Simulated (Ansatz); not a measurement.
# HfSiO4: the cost of one run

Program: Ansatz 0.2.0. Level of theory: DFT PBE, scalar-relativistic, plane waves, PAW. These are calculated values, not measurements.

1 further run of the same task is left out (set aside as unsound or not needed).

### 1 The structure to begin with

It takes space group I4_1/amd (No. 141, tetragonal). Conventional cell: a = 6.646 Å, b = 6.646 Å, c = 6.014 Å, α = 90.00°, β = 90.00°, γ = 90.00°. Around Hf (site symmetry -4m2) lie 8 O at 2.14 to 2.28 Å. Si (site symmetry -4m2) is surrounded by 4 O at 1.64 Å. Around O (site symmetry m) lie 1 Si at 1.64 Å and 2 Hf at 2.14 to 2.28 Å.

Structure file:

```
CELL_PARAMETERS angstrom
-3.32280 3.32280 3.00710
3.32280 -3.32280 3.00710
3.32280 3.32280 -3.00710
ATOMIC_POSITIONS crystal
Hf 0.75000 0.25000 0.50000
Hf 0.00000 0.00000 0.00000
Si 0.25000 0.75000 0.50000
Si 0.50000 0.50000 0.00000
O 0.13474 0.31893 0.81581
O 0.06893 0.75311 0.68419
O 0.50311 0.31893 0.18419
O 0.06893 0.38474 0.31581
O 0.61526 0.93107 0.68419
O 0.68107 0.86526 0.18419
O 0.24689 0.93107 0.31581
O 0.68107 0.49689 0.81581
```

The cell was relaxed beforehand at this level, from a generated guess; it needn't be the stable form of this composition. At a tolerance of 0.02 Å it has space group I4_1/amd (No. 141); it has 11.07 Å³/atom, an uncorrected energy of -3.14 eV/atom over the elements.

### 2 Bands, states and charges

File input.yaml:

```yaml
crystal:
  lattice:
    - [-3.3228000747, 3.3228000747, 3.0071038838]
    - [3.3228000747, -3.3228000747, 3.0071038838]
    - [3.3228000747, 3.3228000747, -3.0071038838]
  atoms:
    - { symbol: Hf, position: [0.75, 0.25, 0.5] }
    - { symbol: Hf, position: [0.0, 0.0, 0.0] }
    - { symbol: Si, position: [0.25, 0.75, 0.5] }
    - { symbol: Si, position: [0.5, 0.5, 0.0] }
    - { symbol: O, position: [0.1347400148, 0.3189254326, 0.8158145823] }
    - { symbol: O, position: [0.0689254326, 0.7531108503, 0.6841854177] }
    - { symbol: O, position: [0.5031108503, 0.3189254326, 0.1841854177] }
    - { symbol: O, position: [0.0689254326, 0.3847400148, 0.3158145823] }
    - { symbol: O, position: [0.6152599852, 0.9310745674, 0.6841854177] }
    - { symbol: O, position: [0.6810745674, 0.8652599852, 0.1841854177] }
    - { symbol: O, position: [0.2468891497, 0.9310745674, 0.3158145823] }
    - { symbol: O, position: [0.6810745674, 0.4968891497, 0.8158145823] }
basis:
  ecutwfc: 420
kpoints:
  mp_grid: { grid: [6, 6, 6] }
  band_path:
    path:
      - [[0.0, 0.0, 0.0], [0.0, 0.0, 0.5], [-0.5, 0.5, 0.5], [0.0, 0.0, 0.0], [0.45475214, 0.45475214, -0.45475214]]
      - [[-0.45475214, 0.54524786, 0.45475214], [-0.5, 0.5, 0.5]]
      - [[0.0, 0.0, 0.5], [0.25, 0.25, 0.25], [0.0, 0.5, 0.0], [0.0, 0.0, 0.0]]
    npoints: 10
hamiltonian:
  xc: pbe
scf:
  occupations: { method: gaussian, width: 0.02 }
  n_extra_bands: 30
output:
  forces: true
  stress: true
  eigenvalues: true
  populations: true
  dos: { projected: true, de: 0.02, nscf_kmesh: { grid: [9, 9, 9] } }
  bader: false
  write_density: true
  write_potential: true
  elf: true
  volumetric_format: npy
```

Command:

```bash
> ansatz run input.yaml --threads 1 --pin off --max-ram 2560MiB --backend cpu --events-out ev --progress --plain --runs-dir out
```

What time and memory should one allow on 1 thread of Intel Xeon at 2.70GHz, shared host?

About 85 s, with a peak of 0.79 GiB.
